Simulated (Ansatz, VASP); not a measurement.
One calculation of SiC2, two programs

```
CELL_PARAMETERS angstrom
-2.68195 3.81160 1.54869
2.68195 -3.81160 1.54869
2.68195 3.81160 -1.54869
ATOMIC_POSITIONS crystal
Si 0.00000 0.50000 0.00000
Si 0.00000 0.00000 0.50000
C 0.02492 0.94156 0.08336
C 0.35820 0.94156 0.41664
C 0.97508 0.05844 0.91664
C 0.64180 0.05844 0.58336
```

Alike in both runs: functional PBE; k mesh 6 × 6 × 6; occupations gaussian, width 0.1 eV; no spin polarisation.

Ansatz relaxed the structure, and its values are those at the end. VASP's run is a single point on that final structure, the one shown.

```csv
,VASP,Ansatz
version,VASP 6.6.1,Ansatz 0.2.0
potentials or method,"VASP PAW PBE potentials, release 64 (Si, C)","scalar-relativistic, plane waves, PAW"
plane-wave cutoff (eV),520,420
valence electrons in the cell,24,24
```

```csv
,VASP,Ansatz,Ansatz less VASP
gap on the k mesh at the Fermi level (eV),none,none,-
pressure (GPa),0.1,0.0,-0.08
rms of the force components (eV/Å),0.025,0.001,-0.0236
```

A gap of «none» marks a metal or a gap that the smearing closes.

Caveats: the k mesh is coarse (spacing up to 0.39 Å⁻¹), so the values aren't converged.
